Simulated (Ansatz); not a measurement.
# GaN (NiAs type): how the settings move a single-point run

How sensitive is a single-point run of GaN (NiAs type) to its settings? A reference run comes first, then one run with altered input.

Method: reference: DFT, r2SCAN, all-electron PAW with datasets made for the crystal, scalar-relativistic, in Ansatz 0.2.0.

1 further run of the same task is left out (it didn't finish).

## 1. The starting structure

The structure is hexagonal, space group P6_3/mmc (No. 194). The conventional cell has a = 2.967 Å, b = 2.967 Å, c = 5.033 Å, α = 90.00°, β = 90.00°, γ = 120.00°. Ga (site symmetry -3m) is surrounded by 6 N at 2.13 Å. N (site symmetry -6m2) has 6 Ga at 2.13 Å as nearest neighbours.

Coordinates:

```
CELL_PARAMETERS angstrom
2.96746 0.00000 0.00000
-1.48373 2.56989 0.00000
0.00000 0.00000 5.03274
ATOMIC_POSITIONS crystal
Ga 0.00000 0.00000 0.00000
Ga 0.00000 0.00000 0.50000
N 0.33333 0.66667 0.25000
N 0.66667 0.33333 0.75000
```

## 2. Reference

Contents of input.yaml:

```yaml
crystal:
  lattice:
    - [2.9674563568, 0.0, 0.0]
    - [-1.4837281784, 2.5698925896, 0.0]
    - [0.0, 0.0, 5.0327427812]
  atoms:
    - { symbol: Ga, position: [0.0, 0.0, 0.0] }
    - { symbol: Ga, position: [0.0, 0.0, 0.5] }
    - { symbol: "N", position: [0.3333333333, 0.6666666667, 0.25] }
    - { symbol: "N", position: [0.6666666667, 0.3333333333, 0.75] }
kpoints:
  mp_grid: { grid: [12, 12, 7] }
  band_path:
    path:
      - [0.0, 0.0, 0.0]
      - [0.5, 0.0, 0.0]
      - [0.3333333333, 0.3333333333, 0.0]
      - [0.0, 0.0, 0.0]
      - [0.0, 0.0, 0.5]
      - [0.5, 0.0, 0.5]
      - [0.3333333333, 0.3333333333, 0.5]
      - [0.0, 0.0, 0.5]
      - [0.5, 0.0, 0.5]
    npoints: 8
scf:
  occupations: { method: fermi_dirac, width: 0.08 }
hamiltonian:
  xc: r2scan
  pseudopotentials: { kind: all_electron, datasets: crystal }
output:
  forces: true
  stress: true
  eigenvalues: true
  efg: { contact_densities: true }
```

Launch:

```sh
> ansatz run input.yaml --threads 1 --pin off --max-ram 3072MiB --backend cpu --events-out ev --progress --plain --runs-dir out
```

From the output:

```text
[...]
Basis set: ecut = 380 eV, 651 PW (Γ), exchange–correlation on 75×75×135 points (27 copies of the dense FFT grid, shifted against one another)
[...]
k-points: 76 of 1008
[...]
SCF iter   1: F=—  HF=-108801.841657 eV  |F-HF|=—  |Δ(HF+E_count)|=         —  Δρ=1.53e-1  dr2=1.04e1  dr2_τ=3.92e-1  ethr=2.86e-2  ⟨swp⟩=2.1  Hψ=8261  notcnv=0
preconditioner: auto → none  [insulator: Δε(μ)=2.778 eV  Ē_g=17.004 eV  σ=0.080 eV  W_gap=1.00  n_scr=10 (ndim 8)  ℏωp=36.0 eV  f_vac=0.000  D(μ)=0.00/eV (n_scr^D=0)  ε∞_Penn≈5.5]
[...]
SCF iter   2: F=—  HF=-108799.911636 eV  |F-HF|=—  |Δ(HF+E_count)|=    1.93e0  Δρ=6.87e-2  dr2=1.03e0  dr2_τ=2.40e-1  ethr=2.84e-3  ⟨swp⟩=2.2  Hψ=7672  notcnv=0  defer=12
[...]
SCF iter   7: F=—  HF=-108799.783713 eV  |F-HF|=—  |Δ(HF+E_count)|=   3.64e-6  Δρ=1.89e-4  dr2=9.25e-6  dr2_τ=1.13e-7  ethr=2.01e-7  ⟨swp⟩=3.0  Hψ=4230  notcnv=0  defer=1
SCF iter   8: F=-108799.783714 eV  HF=-108799.783714 eV  |F-HF|=3.08e-8  |Δ(HF+E_count)|=   1.90e-7  Δρ=9.14e-6  dr2=6.30e-9  dr2_τ=8.43e-9  ethr=2.57e-8  ⟨swp⟩=3.0  Hψ=3698  notcnv=0
[...]
SCF converged after 8 iterations
Free energy (F): -108799.783712 eV
[...]
E sigma→0 (E₀):  -108799.783712 eV
[...]
Fermi energy:    15.900495 eV
[...]
  P = ⅓ Tr σ = 0.1362 GPa (1.362 kbar)
[...]
```

It took 51 s on 1 thread of AMD EPYC 7R43 (Zen 3), shared host; peak memory 0.87 GiB.

## 3. Changed: xc lda, accuracy medium

Changes to input.yaml since step 2:

```diff
@@ -27,3 +27,3 @@
 hamiltonian:
-  xc: r2scan
+  xc: lda
   pseudopotentials: { kind: all_electron, datasets: crystal }
@@ -34 +34,2 @@
   efg: { contact_densities: true }
+accuracy: medium
```

Launch:

```sh
> ansatz run input.yaml --threads 1 --pin off --max-ram 3072MiB --backend cpu --events-out ev --progress --plain --runs-dir out
```

The program printed:

```text
hamiltonian.pseudopotentials.datasets: crystal makes datasets for this crystal and solves the spheres of its atoms anew in each pass: cutoff 380.0 eV, the density's 1520.0 eV; for an error of 0.50 meV an atom under PBE, 2.0 meV for the cell; an energy difference from a run of another recipe may be off by several times the error for the cell, under r2SCAN by more, where some 0.1 meV an atom stays at smaller errors; N in spheres of 0.958 Å, 5 of its electrons in bands; Ga in spheres of 1.159 Å, 13 of its electrons in bands, 8 on its site; only band paths and densities of states list, in semicore columns, the levels of the semicore shells that are solved separately: 3s of Ga, 3p of Ga
Engine: ansatz 0.2.0
Pseudopotentials: kind: all_electron
Pseudopotential: Ga, paw, valence charge 21, recommended cutoff 380 eV (normal), Koelling and Harmon's equation, gaussian nucleus
Pseudopotential: N, paw, valence charge 5, recommended cutoff 380 eV (normal), Koelling and Harmon's equation, gaussian nucleus
Functional definition: SPW92
  exchange = slater_x
  correlation = pw_c
Crystal: 4 atoms, lattice volume = 38.380 Å³
Basis set: ecut = 380 eV, 651 PW (Γ)
Bands: 22, of which v1, the nominal top of the filled ones, is band 18 counted from 1 (17 counted from 0)
Symmetry: 24 space group operations
Space group: P63/mmc (ITA 194), of the structure as read, at distance tolerance 3.4e-5 Å
k-points: 76 of 1008
Non-local potential: Ga, projectors of the file, l = 0: 1, l = 1: 1, l = 2: 2
Non-local potential: N, projectors of the file, l = 0: 1, l = 1: 2
PAW form: soft (Blöchl's): semilocal exchange-correlation on the pseudo side does not see the compensation charge
PAW one-centre angular grid: Ga, 590 points (default); XC on its mesh's 1861 points in the sphere
PAW one-centre angular grid: N, 110 points (default); XC on its mesh's 1941 points in the sphere
Initial density: superposition of atomic densities (neutral atoms: chi_scale 0, normalization atom)
Initial wavefunctions: pseudopotential atomic-orbital guess
Functional: x = slater, c = lda
iter 1 solved again at ethr=2.85e-2 eV; its pass at ethr=1.00e-1 eV (dr2=1.03e1 eV) is discarded
SCF iter   1: F=—  HF=-108610.948871 eV  |F-HF|=—  |Δ(HF+E_count)|=         —  Δρ=1.53e-1  dr2=1.04e1  ethr=2.85e-2  ⟨swp⟩=2.1  Hψ=8203  notcnv=0
preconditioner: auto → none  [insulator: Δε(μ)=2.735 eV  Ē_g=15.957 eV  σ=0.080 eV  W_gap=1.00  n_scr=10 (ndim 8)  ℏωp=36.0 eV  f_vac=0.000  D(μ)=0.00/eV (n_scr^D=0)  ε∞_Penn≈6.1]
SCF iter   2: F=—  HF=-108608.757403 eV  |F-HF|=—  |Δ(HF+E_count)|=    2.19e0  Δρ=9.15e-2  dr2=2.31e0  ethr=2.85e-2  ⟨swp⟩=4.2  Hψ=4410  notcnv=0  defer=3
iter 3 solved again at ethr=2.24e-4 eV; its pass at ethr=6.42e-3 eV (dr2=8.05e-2 eV) is discarded
SCF iter   3: F=—  HF=-108608.063235 eV  |F-HF|=—  |Δ(HF+E_count)|=   6.94e-1  Δρ=1.88e-2  dr2=8.11e-2  ethr=2.24e-4  ⟨swp⟩=2.1  Hψ=8108  notcnv=0  defer=5
SCF iter   4: F=—  HF=-108608.064221 eV  |F-HF|=—  |Δ(HF+E_count)|=   9.87e-4  Δρ=4.68e-3  dr2=4.82e-3  ethr=2.24e-4  ⟨swp⟩=3.0  Hψ=4121  notcnv=0  defer=2
SCF iter   5: F=—  HF=-108608.055761 eV  |F-HF|=—  |Δ(HF+E_count)|=   8.46e-3  Δρ=1.06e-3  dr2=2.48e-4  ethr=1.34e-5  ⟨swp⟩=3.0  Hψ=4307  notcnv=0  defer=2
SCF iter   6: F=—  HF=-108608.057428 eV  |F-HF|=—  |Δ(HF+E_count)|=   1.67e-3  Δρ=3.86e-4  dr2=2.36e-5  ethr=6.89e-7  ⟨swp⟩=3.0  Hψ=4479  notcnv=0  defer=1
SCF iter   7: F=—  HF=-108608.057426 eV  |F-HF|=—  |Δ(HF+E_count)|=   1.57e-6  Δρ=7.14e-5  dr2=1.24e-6  ethr=6.55e-8  ⟨swp⟩=2.3  Hψ=3074  notcnv=0  defer=1
SCF iter   8: F=-108608.057426 eV  HF=-108608.057426 eV  |F-HF|=2.18e-8  |Δ(HF+E_count)|=   5.87e-7  Δρ=9.44e-6  dr2=2.48e-8  ethr=3.46e-9  ⟨swp⟩=3.0  Hψ=3536  notcnv=0
SCF 1 converged in 8 iterations: F = -108608.057426 eV  dr2 = 2.48e-8
  Residual-converged pass: ⟨swp⟩=3.3  Hψ=4382  notcnv=0  max |occ|·‖R‖ = 6.7e-6 eV (tolerance 6.7e-6 eV)  dr2=2.57e-8  dr2_onsite=2.04e-8  max |Δocc| = 7.7e-9
NSCF: frozen V_eff on 65 k-points
SCF converged after 8 iterations
Free energy (F): -108608.057426 eV
Harris-Foulkes:  -108608.057426 eV  (|F-HF|=2.18e-8)
Internal energy: -108608.057399 eV  (E = F + TS)
E sigma→0 (E₀):  -108608.057413 eV
Entropy (-TS):   -0.000027 eV (-0.007 meV/atom)
Past the cutoff: the bands carry plane waves up to 1.75 times it, of which those up to 1.5 times it add -0.000165 eV an atom, each by itself; the spheres take 0.000234 eV an atom off the energy for waves past 1.75 times it
By the cutoff:   a pressure is off by up to 0.009 GPa (1.2 times the spheres' own share and the shells' term, over an atom's volume, and 0.004 GPa: a bound that held against runs at twice the plane waves)
Past the cutoffs: a stress includes 0.0022 GPa for waves and charges beyond them, in addition to the slope of what the spheres take
In the spheres:  the bands' charges fall short by 1.5e-6 e at most (sound up to 1e-3), those of shells solved beside the bands by 8.1e-9 e (sound up to 5e-4)
Fermi energy:    15.377695 eV
--- Per-component energies (eV) ---
  The terms above E_closure are by the made datasets' own strengths, without shells solved beside the bands.
--- Forces (eV/Å), atoms counted from 1 ---
  atom   1  Ga     0.00000000     0.00000000     0.00000000
  atom   2  Ga    -0.00000000    -0.00000000     0.00000000
  atom   3  N     -0.00000000     0.00000000     0.00000000
  atom   4  N      0.00000000    -0.00000000    -0.00000000
  max |Σ_I F_I| component: 2.78e-17 eV/Å
--- Stress (GPa, compression-positive) ---
       -5.230333       0.000000       0.000000
        0.000000      -5.230333      -0.000000
        0.000000      -0.000000      -5.991901
  P = ⅓ Tr σ = -5.4842 GPa (-54.842 kbar)
  It holds what live shells' own plane waves past their cutoff add
--- PAW observables at the nuclei: V_zz in 10²¹ V/m², potentials from the cell's mean, atoms counted from 1 ---
  atom   1  Ga V_zz =    -0.917358   η = 0.0000   by run symmetry: allowed
            electrostatic potential = -4133.436148 V   contact ρ = 186508.749054 e/Å³
  atom   2  Ga V_zz =    -0.917358   η = 0.0000   by run symmetry: allowed
            electrostatic potential = -4133.436148 V   contact ρ = 186508.749054 e/Å³
  atom   3  N  V_zz =    +1.245459   η = 0.0000   by run symmetry: allowed
            electrostatic potential = -519.118160 V   contact ρ = 1392.382556 e/Å³
  atom   4  N  V_zz =    +1.245459   η = 0.0000   by run symmetry: allowed
            electrostatic potential = -519.118160 V   contact ρ = 1392.382556 e/Å³
--- Band table (eV; the first three rows and the last of 76) ---
  k-point 0: bands = ["-2.4721", "-0.0491", "0.2077", "0.2077", "0.3733", "0.3733", "0.4164", "0.4164", "0.4318", "0.5411", "0.6588", "0.6588", "6.1082", "13.7949", "14.1640", "14.1640", "14.6253", "14.6253", "16.4298", "19.3119"]
  k-point 1: bands = ["-2.3752", "-0.0225", "0.2043", "0.2224", "0.2224", "0.3822", "0.3822", "0.4095", "0.4095", "0.4895", "0.6403", "0.6403", "6.4960", "13.1056", "14.1927", "14.1927", "14.6083", "14.6083", "16.9941", "19.3514"]
  k-point 2: bands = ["-2.0892", "-0.3731", "0.0526", "0.2615", "0.2615", "0.3890", "0.3890", "0.4034", "0.4096", "0.4096", "0.5902", "0.5902", "7.4860", "11.7630", "14.2699", "14.2699", "14.5575", "14.5575", "17.9549", "19.4023"]
  k-point 75: bands = ["-0.6528", "-0.6528", "0.2611", "0.2611", "0.2984", "0.4154", "0.4154", "0.4905", "0.4967", "0.4967", "2.9754", "2.9754", "7.4799", "8.0885", "9.0466", "9.0466", "13.8687", "13.8687", "19.1422", "20.4596"]
```

Wall time 36 s (1 thread of AMD EPYC 7R43 (Zen 3), shared host); peak memory 0.71 GiB.

After a change of functional the difference of the totals has no physical meaning; the pressure goes from 0.1 to -5.5 GPa and the gap on the mesh goes from 1.91 to 1.06 eV. The accuracy level changed too.

## 4. All runs together

| run | ending | energy change | pressure (GPa) | gap (eV) | force (eV/Å) | cycles | time |
| --- | --- | --- | --- | --- | --- | --- | --- |
| reference | converged | - | 0.1 | 1.91 | 0.00 | 8 | 51 s |
| 1: xc lda, accuracy medium | converged | not comparable | -5.5 | 1.06 | 0.00 | 8 | 36 s |

Residual by cycle in the longest SCF loop of each run; runs are numbered as in the table. The quantity is the density residual dr2, in eV.

| cycle | reference | run 1 |
| --- | --- | --- |
| 1 | 10.4 | 10.4 |
| 2 | 1.03 | 2.31 |
| 3 | 0.13 | 0.0811 |
| 4 | 0.0254 | 0.00482 |
| 5 | 6.6e-4 | 2.5e-4 |
| 6 | 7.3e-5 | 2.4e-5 |
| 7 | 9.2e-6 | 1.2e-6 |
| 8 | 6.3e-9 | 2.5e-8 |

After a change of functional the difference of the totals has no physical meaning; the pressure goes from 0.1 to -5.5 GPa and the gap on the mesh goes from 1.91 to 1.06 eV. The accuracy level changed too.

Changed settings gave other datasets; differences in energy of a few meV/atom between such runs can come from the datasets alone.
